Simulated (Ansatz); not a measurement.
# SnO2 (Cassiterite) (P4_2/mnm) in Ansatz: further runs

The runs below take SnO2 (Cassiterite) through relaxation of cell and atoms, with PBE.

Program: Ansatz 0.2.0. These are calculated values, not measurements. Logs are shortened: lines on timing, memory, paths and dates and some standing lists are left out, and cuts for length are marked.

### 1 Starting point

Symmetry: P4_2/mnm, No. 136, tetragonal system. The conventional cell has a = 4.738 Å, b = 4.738 Å, c = 3.187 Å, α = 90.00°, β = 90.00°, γ = 90.00°. Sn (site symmetry mmm) has 6 O at 2.05 to 2.06 Å as nearest neighbours. Around O (site symmetry m2m) lie 3 Sn at 2.05 to 2.06 Å.

### 2 Relaxation of cell and atoms, PBE

Contents of input.yaml:

```yaml
crystal:
  lattice:
    - [4.738, 0.0, 0.0]
    - [0.0, 4.738, 0.0]
    - [0.0, 0.0, 3.1865]
  atoms:
    - { symbol: Sn, position: [0.5, 0.5, 0.5] }
    - { symbol: Sn, position: [0.0, 0.0, 0.0] }
    - { symbol: O, position: [0.8071, 0.1929, 0.5] }
    - { symbol: O, position: [0.6929, 0.6929, 0.0] }
    - { symbol: O, position: [0.1929, 0.8071, 0.5] }
    - { symbol: O, position: [0.3071, 0.3071, 0.0] }
hamiltonian:
  xc: pbe
  pseudopotentials: { kind: paw, source: ansatz }
kpoints:
  mp_grid: { grid: [6, 6, 8] }
scf:
  occupations: { method: fermi_dirac, width: 0.05 }
output:
  forces: true
  stress: true
  eigenvalues: true
relax:
  f_tol: 0.01
  max_steps: 40
  cell: { stress_tol: 0.05 }
```

Potentials or basis: Ansatz PAW earlier set.

Run with:

```
$ ansatz run input.yaml --threads 2 --pin off --max-ram 5632MiB --backend cpu --events-out ev --progress --plain --runs-dir out
```

Log:

```text
Warning: RAYON_NUM_THREADS=2 ignored (pool sized by the plan → 2); use --threads N
Engine: ansatz 0.2.0, aarch64-unknown-linux-gnu
Pseudopotentials: kind: paw
Pseudopotential: Sn, paw, valence charge 22, recommended cutoff 640 eV (normal), Sn.paw.azcp
Pseudopotential: O, paw, valence charge 6, recommended cutoff 930 eV (normal), O.paw.azcp
Functional definition: PBE
  parameter kappa = 0.804
  parameter beta = 0.06672455060314922
  exchange = pbe_x(kappa = kappa, mu = beta*pi^2/3)
  correlation = pbe_c(beta = beta)
Crystal: 6 atoms, lattice volume = 71.533 Å³
Basis set: ecut = 930 eV, 4587 PW (Γ), exchange–correlation on 108×108×72 points (8 copies of the dense FFT grid, shifted against one another)
Bands: 41, of which v1, the nominal top of the filled ones, is band 34 counted from 1 (33 counted from 0)
Symmetry: 16 space group operations
Space group: P42/mnm (ITA 136), of the structure as read, at distance tolerance 4.2e-5 Å
k-points: 50 of 288
Non-local potential: Sn, projectors of the file, l = 0: 3, l = 1: 3, l = 2: 3, l = 3: 2
Non-local potential: O, projectors of the file, l = 0: 2, l = 1: 2, l = 2: 1
PAW form: soft (Blöchl's): semilocal exchange-correlation on the pseudo side does not see the compensation charge
PAW one-centre angular grid: Sn, 590 points (default); XC on 64 Gauss nodes
PAW one-centre angular grid: O, 110 points (default); XC on 64 Gauss nodes
Initial density: superposition of atomic densities (chi_scale 0.1, normalization cell, long waves kept (reshape's long-wave potential 0.00 eV rms))
Initial wavefunctions: pseudopotential atomic-orbital guess
Functional: x = pbe(κ = 0.804, μ = 0.2195149727645171), c = pbe(β = 0.06672455060314922)
SCF iter   1: F=—  HF=-21720.950682 eV  |F-HF|=—  |Δ(HF+E_count)|=         —  Δρ=8.52e-2  dr2=3.45e0  ethr=3.10e-3  ⟨swp⟩=6.1  Hψ=7950  notcnv=0
preconditioner: auto → Resta (q_TF=auto, 2.705 Å⁻¹)  ε∞=3.3  [insulator: Δε(μ)=1.373 eV  Ē_g=20.873 eV  σ=0.050 eV  W_gap=1.00  n_scr=22 (ndim 8)  ℏωp=31.7 eV  f_vac=0.009  D(μ)=0.00/eV (n_scr^D=0)  ε∞_Penn≈3.3]
SCF iter   2: F=—  HF=-21720.033518 eV  |F-HF|=—  |Δ(HF+E_count)|=   9.17e-1  Δρ=3.89e-2  dr2=5.67e-1  ethr=3.10e-3  ⟨swp⟩=2.2  Hψ=3985  notcnv=0  defer=128
SCF iter   3: F=—  HF=-21719.974873 eV  |F-HF|=—  |Δ(HF+E_count)|=   5.86e-2  Δρ=1.28e-2  dr2=8.28e-2  ethr=8.34e-4  ⟨swp⟩=2.0  Hψ=3254  notcnv=0  defer=128
SCF iter   4: F=—  HF=-21719.984119 eV  |F-HF|=—  |Δ(HF+E_count)|=   9.25e-3  Δρ=3.86e-3  dr2=5.93e-3  ethr=1.22e-4  ⟨swp⟩=2.0  Hψ=2877  notcnv=0  defer=128
SCF iter   5: F=—  HF=-21719.985933 eV  |F-HF|=—  |Δ(HF+E_count)|=   1.81e-3  Δρ=1.14e-3  dr2=4.88e-4  ethr=8.72e-6  ⟨swp⟩=2.2  Hψ=3140  notcnv=0  defer=128
SCF iter   6: F=—  HF=-21719.986641 eV  |F-HF|=—  |Δ(HF+E_count)|=   7.09e-4  Δρ=1.76e-4  dr2=1.50e-5  ethr=7.18e-7  ⟨swp⟩=2.0  Hψ=2737  notcnv=0  defer=128
SCF iter   7: F=—  HF=-21719.986932 eV  |F-HF|=—  |Δ(HF+E_count)|=   2.91e-4  Δρ=3.80e-5  dr2=6.18e-7  ethr=2.21e-8  ⟨swp⟩=2.0  Hψ=3624  notcnv=0  defer=128
SCF iter   8: F=-21719.986933 eV  HF=-21719.986933 eV  |F-HF|=1.77e-8  |Δ(HF+E_count)|=   3.60e-7  Δρ=4.43e-6  dr2=1.51e-8  ethr=1.47e-10  ⟨swp⟩=11.7  Hψ=10059  notcnv=0
SCF 1 converged in 8 iterations: F = -21719.986933 eV  dr2 = 1.51e-8
relax step   1: F+E_penalty+E_count = -21719.98693255 eV  Δ(F+E_penalty+E_count) = +0.000e0 eV  max|allowed force component| = 1.927e-1 eV/Å  Δτ_max = 0.0000 Å  P = +11.031 GPa  Ω = 71.533 Å³  (8 SCF iters, dr2 threshold 1.00e-7 eV, accepted)
Crystal: 6 atoms, lattice volume = 75.114 Å³
Basis set: ecut = 930 eV, 4765 PW (Γ), exchange–correlation on 108×108×72 points (8 copies of the dense FFT grid, shifted against one another)
Initial density: handed on by an earlier stage of this run
Initial wavefunctions: those handed on with the density
iter 1 solved again at ethr=7.90e-5 eV; its pass at ethr=3.10e-3 eV (dr2=5.37e-2 eV) is discarded
SCF iter   1: F=—  HF=-21720.127642 eV  |F-HF|=—  |Δ(HF+E_count)|=         —  Δρ=9.22e-3  dr2=5.21e-2  ethr=7.90e-5  ⟨swp⟩=2.3  Hψ=9438  notcnv=0
preconditioner: auto → Resta (q_TF=auto, 2.683 Å⁻¹)  ε∞=3.4  [insulator: Δε(μ)=0.711 eV  Ē_g=19.819 eV  σ=0.050 eV  W_gap=1.00  n_scr=30 (ndim 8)  ℏωp=30.9 eV  f_vac=0.092  D(μ)=0.00/eV (n_scr^D=0)  ε∞_Penn≈3.4]
SCF iter   2: F=—  HF=-21720.114379 eV  |F-HF|=—  |Δ(HF+E_count)|=   1.33e-2  Δρ=2.65e-3  dr2=4.49e-3  ethr=7.65e-5  ⟨swp⟩=2.1  Hψ=3013  notcnv=0
SCF iter   3: F=—  HF=-21720.113953 eV  |F-HF|=—  |Δ(HF+E_count)|=   4.26e-4  Δρ=1.45e-3  dr2=1.52e-3  ethr=6.60e-6  ⟨swp⟩=1.0  Hψ=2050  notcnv=0
SCF iter   4: F=—  HF=-21720.113981 eV  |F-HF|=—  |Δ(HF+E_count)|=   2.79e-5  Δρ=2.72e-4  dr2=4.51e-5  ethr=2.23e-6  ⟨swp⟩=2.0  Hψ=2847  notcnv=0
SCF iter   5: F=—  HF=-21720.114266 eV  |F-HF|=—  |Δ(HF+E_count)|=   2.85e-4  Δρ=1.09e-4  dr2=5.72e-6  ethr=6.63e-8  ⟨swp⟩=2.0  Hψ=3345  notcnv=0
SCF iter   6: F=-21720.114274 eV  HF=-21720.114274 eV  |F-HF|=7.43e-8  |Δ(HF+E_count)|=   8.58e-6  Δρ=1.93e-5  dr2=2.14e-7  ethr=8.82e-10  ⟨swp⟩=4.7  Hψ=9592  notcnv=0
SCF 2 converged in 6 iterations: F = -21720.114274 eV  dr2 = 2.14e-7
relax step   2: F+E_penalty+E_count = -21720.11427434 eV  Δ(F+E_penalty+E_count) = -1.273e-1 eV  max|allowed force component| = 2.326e-2 eV/Å  Δτ_max = 0.0060 Å  P = +0.843 GPa  Ω = 75.114 Å³  energy of the carried Pulay correction = -1.610e-4 eV  (6 SCF iters, dr2 threshold 6.00e-7 eV, accepted)
Crystal: 6 atoms, lattice volume = 75.431 Å³
Basis set: ecut = 930 eV, 4789 PW (Γ), exchange–correlation on 108×108×72 points (8 copies of the dense FFT grid, shifted against one another)
iter 1 solved again at ethr=9.13e-7 eV; its pass at ethr=3.10e-3 eV (dr2=6.21e-4 eV) is discarded
SCF iter   1: F=—  HF=-21720.115085 eV  |F-HF|=—  |Δ(HF+E_count)|=         —  Δρ=1.26e-3  dr2=5.75e-4  ethr=9.13e-7  ⟨swp⟩=2.6  Hψ=10257  notcnv=0
preconditioner: auto → Resta (q_TF=auto, 2.682 Å⁻¹)  ε∞=3.4  [insulator: Δε(μ)=0.681 eV  Ē_g=19.792 eV  σ=0.050 eV  W_gap=1.00  n_scr=30 (ndim 8)  ℏωp=30.8 eV  f_vac=0.081  D(μ)=0.00/eV (n_scr^D=0)  ε∞_Penn≈3.4]
SCF iter   2: F=—  HF=-21720.115250 eV  |F-HF|=—  |Δ(HF+E_count)|=   1.65e-4  Δρ=5.37e-4  dr2=7.50e-5  ethr=8.45e-7  ⟨swp⟩=2.0  Hψ=2663  notcnv=0
SCF iter   3: F=—  HF=-21720.115253 eV  |F-HF|=—  |Δ(HF+E_count)|=   2.42e-6  Δρ=2.33e-4  dr2=2.00e-5  ethr=1.10e-7  ⟨swp⟩=1.2  Hψ=2194  notcnv=0
SCF iter   4: F=-21720.115256 eV  HF=-21720.115256 eV  |F-HF|=3.41e-7  |Δ(HF+E_count)|=   3.05e-6  Δρ=3.72e-5  dr2=5.67e-7  ethr=8.82e-10  ⟨swp⟩=4.4  Hψ=9864  notcnv=0
SCF 3 converged in 4 iterations: F = -21720.115256 eV  dr2 = 5.67e-7
relax step   3: F+E_penalty+E_count = -21720.11525594 eV  Δ(F+E_penalty+E_count) = -9.816e-4 eV  max|allowed force component| = 2.668e-2 eV/Å  Δτ_max = 0.0047 Å  P = +0.013 GPa  Ω = 75.431 Å³  energy of the carried Pulay correction = -1.749e-4 eV  (4 SCF iters, dr2 threshold 6.00e-7 eV, accepted)
Crystal: 6 atoms, lattice volume = 75.447 Å³
Basis set: ecut = 930 eV, 4785 PW (Γ), exchange–correlation on 108×108×72 points (8 copies of the dense FFT grid, shifted against one another)
iter 1 solved again at ethr=1.33e-7 eV; its pass at ethr=3.10e-3 eV (dr2=9.06e-5 eV) is discarded
SCF iter   1: F=—  HF=-21720.115612 eV  |F-HF|=—  |Δ(HF+E_count)|=         —  Δρ=4.68e-4  dr2=4.09e-5  ethr=1.33e-7  ⟨swp⟩=3.6  Hψ=10559  notcnv=0
preconditioner: auto → Resta (q_TF=auto, 2.681 Å⁻¹)  ε∞=3.4  [insulator: Δε(μ)=0.688 eV  Ē_g=19.798 eV  σ=0.050 eV  W_gap=1.00  n_scr=30 (ndim 8)  ℏωp=30.8 eV  f_vac=0.081  D(μ)=0.00/eV (n_scr^D=0)  ε∞_Penn≈3.4]
SCF iter   2: F=—  HF=-21720.115618 eV  |F-HF|=—  |Δ(HF+E_count)|=   5.75e-6  Δρ=2.43e-4  dr2=1.29e-5  ethr=6.02e-8  ⟨swp⟩=1.0  Hψ=2050  notcnv=0
SCF iter   3: F=—  HF=-21720.115618 eV  |F-HF|=—  |Δ(HF+E_count)|=   1.43e-7  Δρ=3.49e-5  dr2=6.08e-7  ethr=1.89e-8  ⟨swp⟩=2.0  Hψ=2764  notcnv=0
SCF iter   4: F=-21720.115618 eV  HF=-21720.115618 eV  |F-HF|=3.01e-9  |Δ(HF+E_count)|=   1.30e-8  Δρ=1.38e-5  dr2=1.02e-7  ethr=3.48e-10  ⟨swp⟩=6.8  Hψ=8936  notcnv=0
SCF 4 converged in 4 iterations: F = -21720.115618 eV  dr2 = 1.02e-7
relax step   4: F+E_penalty+E_count = -21720.11561837 eV  Δ(F+E_penalty+E_count) = -3.624e-4 eV  max|allowed force component| = 5.262e-4 eV/Å  Δτ_max = 0.0021 Å  P = +0.010 GPa  Ω = 75.447 Å³  energy of the carried Pulay correction = -1.756e-4 eV  (4 SCF iters, dr2 threshold 2.37e-7 eV, accepted)
Basis set: ecut = 930 eV, 4785 PW (Γ), exchange–correlation on 108×108×80 points (8 copies of the dense FFT grid, shifted against one another)
Initial wavefunctions: pseudopotential atomic-orbital guess (no wavefunctions were taken with the density)
iter 1 solved again at ethr=7.22e-8 eV; its pass at ethr=3.10e-3 eV (dr2=4.91e-5 eV) is discarded
SCF iter   1: F=—  HF=-21720.116167 eV  |F-HF|=—  |Δ(HF+E_count)|=         —  Δρ=7.25e-5  dr2=2.13e-7  ethr=7.22e-8  ⟨swp⟩=3.8  Hψ=13864  notcnv=0
preconditioner: auto → Resta (q_TF=auto, 2.681 Å⁻¹)  ε∞=3.4  [insulator: Δε(μ)=0.686 eV  Ē_g=19.799 eV  σ=0.050 eV  W_gap=1.00  n_scr=30 (ndim 8)  ℏωp=30.8 eV  f_vac=0.081  D(μ)=0.00/eV (n_scr^D=0)  ε∞_Penn≈3.4]
SCF iter   2: F=—  HF=-21720.115891 eV  |F-HF|=—  |Δ(HF+E_count)|=   2.76e-4  Δρ=3.73e-5  dr2=6.20e-8  ethr=3.13e-10  ⟨swp⟩=2.3  Hψ=3625  notcnv=0
SCF iter   3: F=—  HF=-21720.115906 eV  |F-HF|=—  |Δ(HF+E_count)|=   1.50e-5  Δρ=3.06e-6  dr2=5.25e-9  ethr=9.12e-11  ⟨swp⟩=2.0  Hψ=2860  notcnv=0
SCF iter   4: F=—  HF=-21720.115906 eV  |F-HF|=—  |Δ(HF+E_count)|=   1.17e-8  Δρ=1.51e-6  dr2=6.86e-10  ethr=7.72e-12  ⟨swp⟩=2.0  Hψ=2799  notcnv=0
SCF iter   5: F=—  HF=-21720.115906 eV  |F-HF|=—  |Δ(HF+E_count)|=   1.83e-8  Δρ=4.63e-7  dr2=1.26e-10  ethr=1.01e-12  ⟨swp⟩=2.7  Hψ=3359  notcnv=0
SCF iter   6: F=-21720.115906 eV  HF=-21720.115906 eV  |F-HF|=7.28e-12  |Δ(HF+E_count)|=  2.11e-10  Δρ=1.03e-7  dr2=6.19e-12  ethr=1.00e-12  ⟨swp⟩=4.3  Hψ=6991  notcnv=0
SCF 5 converged in 6 iterations: F = -21720.115906 eV  dr2 = 6.19e-12
relax step   5: F+E_penalty+E_count = -21720.11590606 eV  Δ(F+E_penalty+E_count) = -2.877e-4 eV  max|allowed force component| = 5.466e-4 eV/Å  Δτ_max = 0.0000 Å  P = +0.020 GPa  Ω = 75.447 Å³  stress off target by 2.72e-2 GPa  SCF on the basis re-selected at this cell (its energy is not comparable with the rows above)  (6 SCF iters)
basis re-selected at this cell: Δ(F+E_penalty+E_count) = -2.877e-4 eV, ΔP = +0.011 GPa vs the last step (what re-selecting the basis moved, of the pressure what is left beyond the Pulay correction that the steps carried, after the strain that the cell walked since its last selection, with what the two solves' SCF thresholds leave and, on support functions, any second-order correction that the steps lacked; it is no measure of the basis error at this ecutwfc). The dense FFT grid was sized anew with the basis: this SCF ran on 54×54×40 points, the steps before it on 54×54×36, so part of this shift can come from that change (see relax.cell in the input reference). This SCF's stress stands 2.72e-2 GPa from its target on what of the cell is left free (relax.cell.stress_tol is 5.00e-2 GPa) and its largest allowed force component is 5.47e-4 eV/Å (relax.f_tol is 1.00e-2 eV/Å): within both
SCF converged after 6 iterations
Free energy (F): -21720.115906 eV
Harris-Foulkes:  -21720.115906 eV  (|F-HF|=7.28e-12)
Internal energy: -21720.115898 eV  (E = F + TS)
E sigma→0 (E₀):  -21720.115902 eV
Entropy (-TS):   -0.000008 eV (-0.001 meV/atom)
Fermi energy:    10.625814 eV
--- Per-component energies (eV) ---
  E_band       = -1428.555388
  E_kinetic    = 2578.637727
  E_local      = -11702.598843  (includes V_loc(G=0)·N_el)
  E_nonlocal   = 852.089083
  E_hartree    = 4602.291973
  E_xc         = -797.131476
  E_vxc        = -1032.768940  (∫ρ·V_xc dr)
  E_paw        = -9279.155386  (= ΣΔE_a)
  E_vpaw       = -1328.498435  (= ΣTr[D̂ρ^β])
  E_aug_tail   = -0.000012  (compensation charges beyond the density's cutoff)
  E_ewald      = -7974.248964
  E_smearing   = -0.000008  (= −TS)
  E_closure    = 0.000000  (closes the sum)
  Σ components = -21720.115906   (vs F -21720.115906, Δ=0.00e0)
--- Forces (eV/Å), atoms counted from 1 ---
  atom   1  Sn     0.00000000     0.00000000     0.00000000
  atom   2  Sn     0.00000000     0.00000000     0.00000000
  atom   3  O      0.00054665    -0.00054665     0.00000000
  atom   4  O     -0.00054665    -0.00054665    -0.00000000
  atom   5  O     -0.00054665     0.00054665    -0.00000000
  atom   6  O      0.00054665     0.00054665     0.00000000
  max |Σ_I F_I| component: 1.04e-17 eV/Å
--- Stress (GPa, compression-positive) ---
        0.027205      -0.000000       0.000000
       -0.000000       0.027205       0.000000
        0.000000       0.000000       0.006803
  P = ⅓ Tr σ = 0.0204 GPa (0.204 kbar)
--- Band table (eV; the first three rows and the last of 50) ---
  k-point 0: bands = ["-117.6904", "-117.6904", "-73.5216", "-73.5216", "-73.4834", "-73.4834", "-73.4780", "-73.4778", "-10.7909", "-10.1376", "-9.9363", "-9.9112", "-9.9112", "-9.8380", "-9.8125", "-9.7442", "-9.7154", "-9.7154", "-8.3838", "-6.6711", "-6.6711", "-5.1611", "2.3120", "6.3762", "6.3762", "6.4983", "7.3667", "8.2873", "8.3002", "9.0179", "9.0179", "9.5316", "9.5316", "10.2688", "10.9554", "15.9732", "16.3480", "16.3480", "20.4048", "20.4932", "21.7655"]
  k-point 1: bands = ["-117.6904", "-117.6904", "-73.5216", "-73.5216", "-73.4833", "-73.4833", "-73.4785", "-73.4783", "-10.7260", "-10.0698", "-10.0295", "-10.0295", "-9.9127", "-9.8472", "-9.8076", "-9.7445", "-9.7320", "-9.7320", "-8.2986", "-6.4678", "-6.4678", "-5.2634", "2.3120", "6.3624", "6.5101", "6.5101", "7.2802", "7.4654", "8.1549", "8.4837", "8.4837", "9.5552", "9.5552", "10.1507", "11.9660", "16.2505", "16.9705", "16.9705", "19.4403", "21.4185", "21.7168"]
  k-point 2: bands = ["-117.6904", "-117.6904", "-73.5215", "-73.5215", "-73.4833", "-73.4833", "-73.4797", "-73.4795", "-10.5563", "-10.2801", "-10.2801", "-9.9599", "-9.8495", "-9.8420", "-9.7947", "-9.7645", "-9.7645", "-9.7465", "-8.0167", "-6.0083", "-6.0083", "-5.5844", "2.3609", "5.7048", "6.1688", "6.8264", "6.8264", "7.5281", "7.5281", "7.7224", "7.7521", "9.4595", "9.4595", "9.8148", "13.5487", "16.6362", "18.3456", "18.3456", "18.8199", "21.5336", "21.5336"]
  k-point 49: bands = ["-117.6903", "-117.6903", "-73.5213", "-73.5213", "-73.4832", "-73.4832", "-73.4813", "-73.4813", "-10.5829", "-10.5829", "-10.1646", "-10.1646", "-9.8087", "-9.8087", "-9.7580", "-9.7580", "-9.7155", "-9.7155", "-6.6727", "-6.6727", "-5.4623", "-5.4623", "2.5355", "2.5355", "5.4992", "5.4992", "7.7621", "7.7621", "7.8425", "7.8425", "9.3539", "9.3539", "9.4907", "9.4907", "14.6337", "14.6337", "18.8940", "18.8940", "20.8490", "20.8490", "20.8925"]
--- Relaxed structure (4 steps of the walk, 4 accepted, 1 SCFs on fresh bases) ---
  F+E_penalty+E_count = -21720.11590606 eV   max|allowed force component| = 5.466e-4 eV/Å   (the final SCF, on the basis selected at the relaxed cell)
  cell:  # Å, volume = 75.4475 Å³
    - [4.827018972273015, 6.594604959706946e-34, 1.099100969105368e-33]
    - [6.594604959706946e-34, 4.827018972273015, -4.396403306471297e-34]
    - [4.435144203872572e-34, -2.956762164641365e-34, 3.238073833246961]
  atoms:
    - { symbol: Sn, position: [0.5, 0.5, 0.5] }
    - { symbol: Sn, position: [-1.5255412585979e-20, 7.627706292989014e-21, -1.9202384843529613e-34] }
    - { symbol: O, position: [0.8065858714057679, 0.19341412859423218, 0.5] }
    - { symbol: O, position: [0.6934141285942322, 0.6934141285942322, 2.801659249239922e-34] }
    - { symbol: O, position: [0.19341412859423218, 0.8065858714057679, 0.5] }
    - { symbol: O, position: [0.3065858714057678, 0.3065858714057678, 2.0461557232220777e-34] }
```

It took 67 s on 2 threads of Arm Neoverse V2, shared host; peak memory 0.71 GiB.

Results:

| Property | Result |
| --- | --- |
| Free energy | -21720.1159 eV |
| Relaxed volume | 12.57 Å³/atom |
| Relaxed cell | a = 4.827 Å, b = 4.827 Å, c = 3.238 Å, α = 90.00°, β = 90.00°, γ = 90.00° |
| Space group after relaxing (to 0.05 Å) | P4_2/mnm (No. 136) |
| Energy gained by relaxing | 21.5 meV/atom |
| Ionic steps | 5 |
| Pressure after relaxing | 0.0 GPa |
| Band gap on the k mesh | 0.69 eV, direct |

Step by step:
| step | energy change (eV) | largest force (eV/Å) | volume (Å³) |
| --- | --- | --- | --- |
| 1 | 0.0000 | 0.2725 | 71.53 |
| 2 | -0.1273 | 0.0329 | 75.11 |
| 3 | -0.1283 | 0.0377 | 75.43 |
| 4 | -0.1287 | 0.0007 | 75.45 |
| 5 | -0.1290 | 0.0008 | 75.45 |

Final structure:
```yaml
crystal:
  lattice:
    - [4.82702, 0.00000, 0.00000]
    - [0.00000, 4.82702, 0.00000]
    - [0.00000, 0.00000, 3.23807]
  atoms:
    - { symbol: Sn, position: [0.50000, 0.50000, 0.50000] }
    - { symbol: Sn, position: [0.00000, 0.00000, 0.00000] }
    - { symbol: O, position: [0.80659, 0.19341, 0.50000] }
    - { symbol: O, position: [0.69341, 0.69341, 0.00000] }
    - { symbol: O, position: [0.19341, 0.80659, 0.50000] }
    - { symbol: O, position: [0.30659, 0.30659, 0.00000] }
```

Levels at points of the mesh, in eV from the valence-band top:
| k point | band 31 | band 32 | band 33 | band 34 | band 35 | band 36 | band 37 | band 38 |
| --- | --- | --- | --- | --- | --- | --- | --- | --- |
| (0.00, 0.00, 0.00) | -1.25 | -0.74 | -0.74 | 0.00 | 0.69 | 5.70 | 6.08 | 6.08 |
| (0.00, 0.00, -0.50) | -1.52 | -1.52 | -1.18 | -1.18 | 5.60 | 5.60 | 9.37 | 9.37 |
| (0.00, -0.50, 0.00) | -1.20 | -1.20 | -0.60 | -0.60 | 3.89 | 3.89 | 6.82 | 6.82 |
| (0.00, -0.50, -0.50) | -1.01 | -1.01 | -0.75 | -0.75 | 5.86 | 5.86 | 7.62 | 7.62 |
| (-0.50, -0.50, 0.00) | -1.32 | -1.32 | -0.85 | -0.85 | 4.29 | 4.29 | 7.17 | 7.17 |
| (-0.50, -0.50, -0.50) | -0.91 | -0.91 | -0.78 | -0.78 | 4.36 | 4.36 | 8.63 | 8.63 |

Caveat: the plane-wave basis is chosen anew once the cell has moved, so the energies of steps on either side of that aren't comparable; spin-orbit coupling is left out, which moves the levels of the heavy elements. Zero-point motion and thermal expansion aren't in these numbers.

### 3 Relaxation of cell and atoms, PBE

Edit input.yaml of step 2 so:

```diff
@@ -14,3 +14,3 @@
   xc: pbe
-  pseudopotentials: { kind: paw, source: ansatz }
+  pseudopotentials: { kind: nc }
 kpoints:
```

Potentials or basis: Ansatz NC.

Run with:

```
$ ansatz run input.yaml --threads 2 --pin off --max-ram 5632MiB --backend cpu --events-out ev --progress --plain --runs-dir out
```

Run time: 2.8 min. Hardware: 2 threads of Arm Neoverse V2, shared host; peak memory 0.71 GiB.

It converged, with:

* Free energy: -6272.6757 eV
* Relaxed volume: 12.58 Å³/atom
* Relaxed cell: a = 4.828 Å, b = 4.828 Å, c = 3.239 Å, α = 90.00°, β = 90.00°, γ = 90.00°
* Space group after relaxing (to 0.05 Å): P4_2/mnm (No. 136)
* Energy gained by relaxing: 22.1 meV/atom
* Ionic steps: 7
* Pressure after relaxing: 0.0 GPa
* Band gap on the k mesh: 0.67 eV, direct

The path:
| step | energy change (eV) | largest force (eV/Å) | volume (Å³) |
| --- | --- | --- | --- |
| 1 | 0.0000 | 0.2778 | 71.53 |
| 2 | -0.1288 | 0.0301 | 75.17 |
| 3 | -0.1294 | 0.0401 | 75.42 |
| 4 | -0.1298 | 0.0002 | 75.43 |
| 5 | -0.1327 | 0.0004 | 75.43 |
| 6 | -0.1327 | 0.0010 | 75.50 |
| 7 | -0.1327 | 0.0010 | 75.50 |

Final structure:
```
CELL_PARAMETERS angstrom
4.82785 0.00000 0.00000
0.00000 4.82785 0.00000
0.00000 0.00000 3.23931
ATOMIC_POSITIONS crystal
Sn 0.50000 0.50000 0.50000
Sn 0.00000 0.00000 0.00000
O 0.80660 0.19340 0.50000
O 0.69340 0.69340 0.00000
O 0.19340 0.80660 0.50000
O 0.30660 0.30660 0.00000
```

Levels at points of the mesh, in eV from the valence-band top:
```
              k point  band 23  band 24  band 25  band 26  band 27  band 28  band 29  band 30
   (0.00, 0.00, 0.00)    -1.27    -0.74    -0.74     0.00     0.67     5.67     6.07     6.07
  (0.00, 0.00, -0.50)    -1.52    -1.52    -1.18    -1.18     5.57     5.57     9.35     9.35
  (0.00, -0.50, 0.00)    -1.22    -1.22    -0.61    -0.61     3.87     3.87     6.81     6.81
 (0.00, -0.50, -0.50)    -1.02    -1.02    -0.76    -0.76     5.83     5.83     7.61     7.61
 (-0.50, -0.50, 0.00)    -1.34    -1.34    -0.85    -0.85     4.26     4.26     7.15     7.15
(-0.50, -0.50, -0.50)    -0.92    -0.92    -0.78    -0.78     4.34     4.34     8.61     8.61
```

Caveat: the plane-wave basis is chosen anew once the cell has moved, so the energies of steps on either side of that aren't comparable; spin-orbit coupling is left out, which moves the levels of the heavy elements.
